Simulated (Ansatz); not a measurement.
# Where Li_i (9-fold void) puts its levels in the gap of LiMgBN2 (I-4m2), part 2 of 2

Wanted: the transition levels of a self-interstitial in LiMgBN2 (I-4m2), from a cell of 40 host atoms with 1 Li put in.

Ansatz; place-levels on PBE runs: charge-transition levels and formation energies with image-charge correction and potential alignment at the atomic sites; PAW set soft_1.

So far. Step 5 (Placing the levels, PBE, precision f64): Under PBE the gap is 2.62 eV, (+1/0) 2.70 (outside the gap), (0/−1) 2.72 (outside the gap) (with band filling) eV. Step 6 (Levels against the band edges, PBE, smearing width 0.05): Under PBE the gap is 2.62 eV, (+1/0) 2.70 (outside the gap), (0/−1) 2.72 (outside the gap) (with band filling) eV; the stage before (PBE) gave a gap of 2.62 eV and levels within 0.00 eV of these.

**7. Levels against the band edges, PBE, smearing width 0.1**

The input, qm1.s2/input.yaml:

```yaml
crystal:
  checkpoint: "../qm1.relax.run"
  host: checkpoint
total_charge: -1
basis:
  ecutwfc: 420
  xc_grid: 2
hamiltonian:
  xc: pbe
  pseudopotentials: { kind: paw, azcp: { folder: soft_1 } }
kpoints:
  mp_grid: { grid: [2, 2, 2], shift: [0.5, 0.5, 0.5] }
scf:
  occupations: { method: fermi_dirac, width: 0.1 }
  max_iter: 100
output:
  forces: true
  eigenvalues: true
  charged_corrections:
    epsilon: [2.83, 2.83, 3.75]
    static_epsilon: [5.33, 5.33, 6.37]
    defect_position: [0.5, 0.5, 0.934455]
checkpoint:
  write: "../qm1.s2.run"
  compress: false
  write_wavefunctions: false
  write_every: 100000
```

The job ended after 18 s (4 threads of Arm Neoverse V1, shared host; peak memory 1.6 GiB; 69 s of CPU time).

The input, levels.s2.yaml:

```yaml
host:
  run: host.s2.run
  levels_from: { run: edges.s2.run }
states: [qm1.s2.run, q0_M1.s2.run, qp1.s2.run, qm1_M2.s2.run]
geometry_from:
  qm1.s2.run: qm1.relax.run
  q0_M1.s2.run: q0_M1.relax.run
  qp1.s2.run: qp1.relax.run
  qm1_M2.s2.run: qm1_M2.relax.run
  host.s2.run: host.relax.run
```

Started as:

```sh
$ ansatz place-levels levels.s2.yaml -- --threads 4 --pin off --max-ram 15073MiB
```

Numbers of over 12 decimals in the logs are rounded to 6 here.

Log:

```text
(+1/0) 2.691 eV above the valence edge, in the conduction band
[...]
[... the lines on each state left out ...]
```

It took 0.24 s on 4 threads.

Under PBE the gap is 2.62 eV, (+1/0) 2.69 (outside the gap), (0/−1) 2.74 (outside the gap) (with band filling) eV; the stage before (PBE) gave a gap of 2.62 eV and levels within 0.02 eV of these.

**8. Placing the levels, PBE, xc grid 1**

qm1.s3/input.yaml, as its differences from qm1.s2/input.yaml of step 7:

```diff
@@ -6,3 +6,3 @@
   ecutwfc: 420
-  xc_grid: 2
+  xc_grid: 1
 hamiltonian:
@@ -13,3 +13,3 @@
 scf:
-  occupations: { method: fermi_dirac, width: 0.1 }
+  occupations: { method: fermi_dirac, width: 0.01 }
   max_iter: 100
@@ -23,3 +23,3 @@
 checkpoint:
-  write: "../qm1.s2.run"
+  write: "../qm1.s3.run"
   compress: false
```

Wall time 17 s (4 threads); peak memory 1.6 GiB.

The input, levels.s3.yaml:

```yaml
host:
  run: host.s3.run
  levels_from: { run: edges.s3.run }
states: [qm1.s3.run, q0_M1.s3.run, qp1.s3.run, qm1_M2.s3.run]
geometry_from:
  qm1.s3.run: qm1.relax.run
  q0_M1.s3.run: q0_M1.relax.run
  qp1.s3.run: qp1.relax.run
  qm1_M2.s3.run: qm1_M2.relax.run
  host.s3.run: host.relax.run
```

Started as:

```sh
$ ansatz place-levels levels.s3.yaml -- --threads 4 --pin off --max-ram 15073MiB
```

Log:

```text
(+1/0) 2.705 eV above the valence edge, in the conduction band
[...]
[... the lines on each state left out ...]
```

Elapsed: 0.23 s, on 4 threads.

Under PBE the gap is 2.62 eV, (+1/0) 2.71 (outside the gap), (0/−1) 2.72 (outside the gap) (with band filling) eV; the stage before (PBE) gave a gap of 2.62 eV and levels within 0.02 eV of these.

**9. Levels against the band edges, PBE, smearing width 0.002**

qm1.s4/input.yaml, as its differences from qm1.s3/input.yaml of step 8:

```diff
@@ -6,3 +6,3 @@
   ecutwfc: 420
-  xc_grid: 1
+  xc_grid: 2
 hamiltonian:
@@ -13,3 +13,3 @@
 scf:
-  occupations: { method: fermi_dirac, width: 0.01 }
+  occupations: { method: fermi_dirac, width: 0.002 }
   max_iter: 100
@@ -23,3 +23,3 @@
 checkpoint:
-  write: "../qm1.s3.run"
+  write: "../qm1.s4.run"
   compress: false
```

Wall time 18 s (4 threads); peak memory 1.6 GiB; 69 s of CPU time.

The input, levels.s4.yaml:

```yaml
host:
  run: host.s4.run
  levels_from: { run: edges.s4.run }
states: [qm1.s4.run, q0_M1.s4.run, qp1.s4.run, qm1_M2.s4.run]
geometry_from:
  qm1.s4.run: qm1.relax.run
  q0_M1.s4.run: q0_M1.relax.run
  qp1.s4.run: qp1.relax.run
  qm1_M2.s4.run: qm1_M2.relax.run
  host.s4.run: host.relax.run
```

Started as:

```sh
$ ansatz place-levels levels.s4.yaml -- --threads 4 --pin off --max-ram 15073MiB
```

Log:

```text
(+1/0) 2.705 eV above the valence edge, in the conduction band
[...]
[... the lines on each state left out ...]
```

Run time: 0.23 s. Hardware: 4 threads.

Under PBE the gap is 2.62 eV, (+1/0) 2.70 (outside the gap), (0/−1) 2.72 (outside the gap) (with band filling) eV; the stage before (PBE) gave a gap of 2.62 eV and levels within 0.00 eV of these.

**10. Levels against the band edges, PBE, smearing width 0.025**

qm1.s5/input.yaml, as its differences from qm1.s4/input.yaml of step 9:

```diff
@@ -13,3 +13,3 @@
 scf:
-  occupations: { method: fermi_dirac, width: 0.002 }
+  occupations: { method: fermi_dirac, width: 0.025 }
   max_iter: 100
@@ -23,3 +23,3 @@
 checkpoint:
-  write: "../qm1.s4.run"
+  write: "../qm1.s5.run"
   compress: false
```

It took 16 s on 4 threads; peak memory 1.6 GiB; 64 s of CPU time.

The input, levels.s5.yaml:

```yaml
host:
  run: host.s5.run
  levels_from: { run: edges.s5.run }
states: [qm1.s5.run, q0_M1.s5.run, qp1.s5.run, qm1_M2.s5.run]
geometry_from:
  qm1.s5.run: qm1.relax.run
  q0_M1.s5.run: q0_M1.relax.run
  qp1.s5.run: qp1.relax.run
  qm1_M2.s5.run: qm1_M2.relax.run
  host.s5.run: host.relax.run
```

Started as:

```sh
$ ansatz place-levels levels.s5.yaml -- --threads 4 --pin off --max-ram 15073MiB
```

Log:

```text
(+1/0) 2.705 eV above the valence edge, in the conduction band
[...]
[... the lines on each state left out ...]
```

It took 0.22 s on 4 threads.

Under PBE the gap is 2.62 eV, (+1/0) 2.70 (outside the gap), (0/−1) 2.72 (outside the gap) (with band filling) eV; the stage before (PBE) gave a gap of 2.62 eV and levels within 0.00 eV of these.

**11. Side by side**

Levels between neighbouring charges, in eV above each run's own valence top:

```csv
,gap (eV),(+1/0),(0/−1),CPU time a state at this stage (restarts are quicker than cold starts)
"PBE, 2×2×2 shifted mesh",2.62,2.70,2.72,2.2 min
precision f64,2.62,2.70,2.72,3.4 min
smearing width 0.05 eV,2.62,2.70,2.72,2 min
smearing width 0.1 eV,2.62,2.69,2.74,2.1 min
xc grid 1,2.62,2.71,2.72,2 min
smearing width 0.002 eV,2.62,2.70,2.72,2 min
smearing width 0.025 eV,2.62,2.70,2.72,1.9 min
```

Cost of the single points in the series (mean over the states), on Arm Neoverse V1, shared host:

```csv
setting,threads,wall time,peak memory (GiB),SCF cycles,plane waves
precision f64,4,51 s,1.5,12,10073
smearing width 0.05 eV,4,31 s,1.8,12,10073
smearing width 0.1 eV,4,34 s,1.8,12,10073
xc grid 1,4,31 s,1.8,12,10073
smearing width 0.002 eV,4,31 s,1.8,12,10073
smearing width 0.025 eV,4,29 s,1.8,12,10073
```

**12. Outcome**

| Quantity | Value |
| --- | --- |
| gap of the host | 2.62 eV (PBE) |
| level (plus 1/0) | 2.70 eV above the valence top, past the conduction bottom |
| level (0/minus 1) | 2.72 eV above the valence top, past the conduction bottom (3.48 eV above the valence top without the band-filling term) |
| lowest of the charges placed, just above the valence top (0.02 eV) | +1 |
| lowest of the charges placed, just below the conduction bottom (0.02 eV) | +1 |
| lowest formation energy at mid-gap of the charges run, elemental references | 0.13 eV |

**Reading.** Of the charges placed (−1, 0 and +1), +1 is the lowest from 0.02 eV above the valence top to 0.02 eV below the conduction bottom, a gap of 2.62 eV. (+1/0) lies 0.08 eV from a band edge, less than the doubt on such levels. Charges above +1 were not placed, so these runs say nothing of levels that involve them. States placed: +1 at 0 μB; 0 at 1 μB; −1 at 2 μB and 0 μB. Other spin states or structures, where not listed, weren't placed. The program finds carriers beyond a band edge of the host and adds a band-filling term at charge −1 (-0.76 eV); steps to such a charge show no bound level, and a defect level inside a band would be read the same way. Against the last setting (smearing width 0.025 eV) the levels differ by up to 0.00 eV at precision f64, 0.00 eV at smearing width 0.05 eV, 0.02 eV at smearing width 0.1 eV, 0.00 eV at xc grid 1, 0.00 eV at smearing width 0.002 eV; coarse members of the series are not the defect's levels. At charge −1, 0 and +1 the atom put in ends up to 1.9 Å from its starting place, so the name tells the start alone and the levels can join different sites. Going from the zone centre alone to a 2×2×2 shifted mesh moves the levels that carry no band-filling term by up to 0.69 eV and formation energies against the elements by up to 0.70 eV; band-filling terms, which differ between samplings, are in these energies. The program doubts the alignment of potentials for at least one state, a sign that the cell is small. Keep in mind: the images are only 7.6 Å apart; PBE makes the gap too small and tends to spread out bound carriers; where a gas molecule sets a chemical potential or the host's formation energy, its binding is uncorrected; force components of up to 0.28 eV/Å remain in a run at the final settings.

[Logs are printed without paths, hosts, clocks, repeated set-up lines and the standing remarks that a program may print on its own settings, such as how far it seeks lower states.]

[Hosts, paths, dates, database ids (printed as entryN), source tags and the programs' standing remarks are cut or masked in the printed files.]

[Where a table of states has a column of steps, it counts the stored structures, which are thinned; the runs took as many ionic steps or more.]

[A defect's name tells the site on which it was built; relaxed atoms can leave that site.]

[For some hosts the program warned that the k-mesh of the response run may be too coarse for force constants and the static dielectric constant; such warnings are not shown here.]
